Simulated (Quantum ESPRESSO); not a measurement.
A run of Quantum ESPRESSO 7.5 is set up as follows.

Contents of pw.in:

```
&CONTROL
  calculation = 'scf'
  prefix = 'pwscf'
  outdir = './tmp'
  pseudo_dir = './pseudo'
  tprnfor = .true.
  tstress = .true.
  disk_io = 'low'
/
&SYSTEM
  ibrav = 0
  nat = 1
  ntyp = 1
  ecutwfc = 70
  nbnd = 10
  input_dft = 'rvv10'
  occupations = 'smearing'
  smearing = 'fd'
  degauss = 0.00367493
/
&ELECTRONS
  conv_thr = 2d-10
  electron_maxstep = 120
  mixing_beta = 0.5
/
ATOMIC_SPECIES
K     39.0983 K_ONCV_PBE-1.2.upf
CELL_PARAMETERS angstrom
  -2.6975585167    2.6975585167    2.6975585167
   2.6975585167   -2.6975585167    2.6975585167
   2.6975585167    2.6975585167   -2.6975585167
ATOMIC_POSITIONS angstrom
K      0.0000000000    0.0000000000    0.0000000000
K_POINTS automatic
7 7 7 0 0 0
```

Contents of bands.in:

```
&CONTROL
  calculation = 'bands'
  prefix = 'pwscf'
  outdir = './tmp'
  pseudo_dir = './pseudo'
  disk_io = 'low'
  verbosity = 'high'
/
&SYSTEM
  ibrav = 0
  nat = 1
  ntyp = 1
  ecutwfc = 70
  nbnd = 10
  input_dft = 'rvv10'
  occupations = 'smearing'
  smearing = 'fd'
  degauss = 0.00367493
/
&ELECTRONS
  conv_thr = 1d-08
  electron_maxstep = 120
  mixing_beta = 0.5
  diago_full_acc = .true.
  startingwfc = 'random'
/
ATOMIC_SPECIES
K     39.0983 K_ONCV_PBE-1.2.upf
CELL_PARAMETERS angstrom
  -2.6975585167    2.6975585167    2.6975585167
   2.6975585167   -2.6975585167    2.6975585167
   2.6975585167    2.6975585167   -2.6975585167
ATOMIC_POSITIONS angstrom
K      0.0000000000    0.0000000000    0.0000000000
K_POINTS crystal
60
 0.0000000000  0.0000000000  0.0000000000 1
 0.0416666667 -0.0416666667  0.0416666667 1
 0.0833333333 -0.0833333333  0.0833333333 1
 0.1250000000 -0.1250000000  0.1250000000 1
 0.1666666667 -0.1666666667  0.1666666667 1
 0.2083333333 -0.2083333333  0.2083333333 1
 0.2500000000 -0.2500000000  0.2500000000 1
 0.2916666667 -0.2916666667  0.2916666667 1
 0.3333333333 -0.3333333333  0.3333333333 1
 0.3750000000 -0.3750000000  0.3750000000 1
 0.4166666667 -0.4166666667  0.4166666667 1
 0.4583333333 -0.4583333333  0.4583333333 1
 0.5000000000 -0.5000000000  0.5000000000 1
 0.4375000000 -0.4375000000  0.5000000000 1
 0.3750000000 -0.3750000000  0.5000000000 1
 0.3125000000 -0.3125000000  0.5000000000 1
 0.2500000000 -0.2500000000  0.5000000000 1
 0.1875000000 -0.1875000000  0.5000000000 1
 0.1250000000 -0.1250000000  0.5000000000 1
 0.0625000000 -0.0625000000  0.5000000000 1
 0.0000000000  0.0000000000  0.5000000000 1
 0.0000000000  0.0000000000  0.4444444444 1
 0.0000000000  0.0000000000  0.3888888889 1
 0.0000000000  0.0000000000  0.3333333333 1
 0.0000000000  0.0000000000  0.2777777778 1
 0.0000000000  0.0000000000  0.2222222222 1
 0.0000000000  0.0000000000  0.1666666667 1
 0.0000000000  0.0000000000  0.1111111111 1
 0.0000000000  0.0000000000  0.0555555556 1
 0.0000000000  0.0000000000  0.0000000000 1
 0.0227272727  0.0227272727  0.0227272727 1
 0.0454545455  0.0454545455  0.0454545455 1
 0.0681818182  0.0681818182  0.0681818182 1
 0.0909090909  0.0909090909  0.0909090909 1
 0.1136363636  0.1136363636  0.1136363636 1
 0.1363636364  0.1363636364  0.1363636364 1
 0.1590909091  0.1590909091  0.1590909091 1
 0.1818181818  0.1818181818  0.1818181818 1
 0.2045454545  0.2045454545  0.2045454545 1
 0.2272727273  0.2272727273  0.2272727273 1
 0.2500000000  0.2500000000  0.2500000000 1
 0.2708333333  0.1875000000  0.2708333333 1
 0.2916666667  0.1250000000  0.2916666667 1
 0.3125000000  0.0625000000  0.3125000000 1
 0.3333333333  0.0000000000  0.3333333333 1
 0.3541666667 -0.0625000000  0.3541666667 1
 0.3750000000 -0.1250000000  0.3750000000 1
 0.3958333333 -0.1875000000  0.3958333333 1
 0.4166666667 -0.2500000000  0.4166666667 1
 0.4375000000 -0.3125000000  0.4375000000 1
 0.4583333333 -0.3750000000  0.4583333333 1
 0.4791666667 -0.4375000000  0.4791666667 1
 0.5000000000 -0.5000000000  0.5000000000 1
 0.2500000000  0.2500000000  0.2500000000 1
 0.2083333333  0.2083333333  0.2916666667 1
 0.1666666667  0.1666666667  0.3333333333 1
 0.1250000000  0.1250000000  0.3750000000 1
 0.0833333333  0.0833333333  0.4166666667 1
 0.0416666667  0.0416666667  0.4583333333 1
 0.0000000000  0.0000000000  0.5000000000 1
```

Potentials or basis: SG15 PBE 1.2.

The run is started by

```console
$ OMP_NUM_THREADS=1 pw.x -in pw.in > pw.out
$ OMP_NUM_THREADS=1 pw.x -in bands.in > bands.out
```

Question: What does it give for the pressure?

Answer: -0.5 GPa.

Question: Predict the band gap on the k mesh.

Answer: None (metal or under the smearing width).

Levels at the corners of the path, in eV from the Fermi level:
```
point  band 2  band 3  band 4  band 5  band 6  band 7
    Γ  -15.59  -15.59  -15.59   -2.06    4.17    4.17
    H  -15.63  -15.63  -15.63    1.72    1.72    3.31
    N  -15.65  -15.61  -15.59    0.43    0.69    3.12
    Γ  -15.59  -15.59  -15.59   -2.06    4.17    4.17
    P  -15.62  -15.62  -15.62    1.47    1.47    1.47
    H  -15.63  -15.63  -15.63    1.72    1.72    3.31
    P  -15.62  -15.62  -15.62    1.47    1.47    1.47
    N  -15.65  -15.61  -15.59    0.43    0.69    3.12
```

Caveat: the potentials were made for another functional, which shifts forces and pressure; some levels on the path didn't converge.
